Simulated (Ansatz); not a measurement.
Set up this calculation in Ansatz 0.2.0, as the native input.

- Task: relaxation of cell and atoms
- Functional: BLYP
- Potentials or basis: Ansatz PAW
- Cutoff: 420 eV (not typed: the program's choice for these potentials)
- k mesh: 6 × 6 × 6
- Occupations: fermi-dirac, width 0.05 eV
- Spin: no spin polarisation

Crystal: In2O3.

```xyz
10
Lattice="2.7435 1.5840 4.8367 -2.7435 1.5840 4.8367 0.0000 -3.1679 4.8367" Properties=species:S:1:pos:R:3 pbc="T T T"
In    0.0000    0.0000   12.4396
In    0.0000    0.0000    9.3254
In    0.0000    0.0000    2.0704
In    0.0000    0.0000    5.1846
O    -1.9259   -0.1679    6.0458
O     0.8176    1.7519    6.0458
O     1.1084   -1.5840    6.0458
O     1.9259    0.1679    8.4642
O    -0.8176   -1.7519    8.4642
O    -1.1084    1.5840    8.4642
```

One way to write it, as run:

input.yaml

```yaml
crystal:
  lattice:
    - [2.7435, 1.5839604635, 4.8366666667]
    - [-2.7435, 1.5839604635, 4.8366666667]
    - [0.0, -3.167920927, 4.8366666667]
  atoms:
    - { symbol: In, position: [0.85731, 0.85731, 0.85731] }
    - { symbol: In, position: [0.64269, 0.64269, 0.64269] }
    - { symbol: In, position: [0.14269, 0.14269, 0.14269] }
    - { symbol: In, position: [0.35731, 0.35731, 0.35731] }
    - { symbol: O, position: [0.048, 0.75, 0.452] }
    - { symbol: O, position: [0.75, 0.452, 0.048] }
    - { symbol: O, position: [0.452, 0.048, 0.75] }
    - { symbol: O, position: [0.952, 0.25, 0.548] }
    - { symbol: O, position: [0.25, 0.548, 0.952] }
    - { symbol: O, position: [0.548, 0.952, 0.25] }
hamiltonian:
  xc: blyp
  pseudopotentials: { kind: paw }
kpoints:
  mp_grid: { grid: [6, 6, 6] }
scf:
  occupations: { method: fermi_dirac, width: 0.05 }
output:
  forces: true
  stress: true
  eigenvalues: true
  write_density: true
  write_potential: true
  elf: true
  volumetric_format: npy
relax:
  f_tol: 0.01
  max_steps: 40
  cell: { stress_tol: 0.05 }
```

Potentials or basis: Ansatz PAW.

Command:

```sh
$ ansatz run input.yaml --threads 4 --pin off --max-ram 11264MiB --backend cpu --events-out ev --progress --plain --runs-dir out
```

It gave:

```json
{
 "Relaxed volume": "13.69 Å³/atom",
 "Relaxed cell": "a = 5.952 Å, b = 5.952 Å, c = 5.952 Å, α = 56.45°, β = 56.45°, γ = 56.45°",
 "Space group after relaxing (to 0.05 Å)": "R-3c (No. 167)",
 "Energy gained by relaxing": "43.3 meV/atom",
 "Ionic steps": "10",
 "Pressure after relaxing": "0.0 GPa",
 "Band gap on the k mesh": "0.80 eV, indirect (least direct gap 0.89 eV)"
}
```

Caveat: the plane-wave basis is chosen anew once the cell has moved, so the energies of steps on either side of that aren't comparable; the pressure holds a Pulay correction of +0.8 GPa for the finite cutoff; spin-orbit coupling is left out, which moves the levels of the heavy elements; the PAW data sets come from PBE, with cores solved anew for the run's functional, which leaves a small shift of forces and pressure.

Run time: 41 s on 4 threads of Arm Neoverse V1, with other jobs on the host, peak memory 0.61 GiB.
